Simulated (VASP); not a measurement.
Wanted: the native input for a VASP 6.6.1 run.

```yaml
Task: relaxation of cell and atoms
Functional: LDA
Potentials_or_basis: VASP PAW LDA potentials, release 64 (Ba_sv, Ti_sv, O)
Cutoff: 600 eV
k_mesh: 8 × 8 × 8
Occupations: gaussian, width 0.03 eV
Spin: no spin polarisation
Further_INCAR_settings: ALGO = Normal; EDIFF = 1e-06; IBRION = 2; EDIFFG = -0.01; NSW = 90; ISIF = 3
```

The structure of BaTiO3 lies in POSCAR:

```
BaTiO3
1.0
    3.9998000000      0.0000000000      0.0000000000
    0.0000000000      3.9998000000      0.0000000000
    0.0000000000      0.0000000000      4.0180000000
Ba Ti O
1 1 3
Direct
    0.0000000000      0.0000000000      0.0000000000
    0.5000000000      0.5000000000      0.4900000000
    0.5000000000      0.5000000000      0.0190000000
    0.5000000000      0.0000000000      0.5170000000
    0.0000000000      0.5000000000      0.5170000000
```

The input as run:

INCAR

```
SYSTEM = BaTiO3
ALGO     = Normal         ! electronic algorithm
EDIFF    = 1E-6           ! SCF threshold, eV
EDIFFG   = -0.01          ! ionic threshold
ENCUT    = 600            ! plane-wave cutoff, eV
GGA      = CA             ! functional
IBRION   = 2              ! ionic algorithm
ISIF     = 3              ! what is computed and relaxed
ISMEAR   = 0              ! smearing method
KPAR     = 2            
LASPH    = .TRUE.         ! aspherical terms in the spheres
LCHARG   = .FALSE.        ! write CHGCAR
LREAL    = .FALSE.        ! projectors in reciprocal space
LWAVE    = .FALSE.        ! write WAVECAR
NELM     = 80             ! most SCF steps
NSW      = 90             ! ionic steps
PREC     = Accurate       ! precision mode
SIGMA    = 0.03           ! smearing width, eV
```

KPOINTS

```
k-points
0
G
  8 8 8
  0 0 0
```

Potentials or basis: VASP PAW LDA potentials, release 64 (Ba_sv, Ti_sv, O).

The run is started by

```sh
$ cat potpaw_LDA.64/Ba_sv/POTCAR potpaw_LDA.64/Ti_sv/POTCAR potpaw_LDA.64/O/POTCAR > POTCAR
$ mpirun -np 2 vasp_std > vasp.out
```

Results of the run:

* Relaxed volume: 12.39 Å³/atom
* Relaxed cell: a = 3.942 Å, b = 3.942 Å, c = 3.989 Å, α = 90.00°, β = 90.00°, γ = 90.00°
* Space group after relaxing (to 0.05 Å): P4mm (No. 99)
* Energy gained by relaxing: 11.0 meV/atom
* Ionic steps: 10
* Pressure after relaxing: 0.0 GPa
* Largest force after relaxing: 0.006 eV/Å
* Band gap on the k mesh: 1.75 eV, indirect (least direct gap 2.04 eV)

Caveat: spin-orbit coupling is left out, which moves the levels of the heavy elements.

Wall time 2.1 min on 2 MPI ranks on Intel(R) Xeon(R) 6975P-C (Granite Rapids) (shared host), peak memory 0.27 GiB a rank.
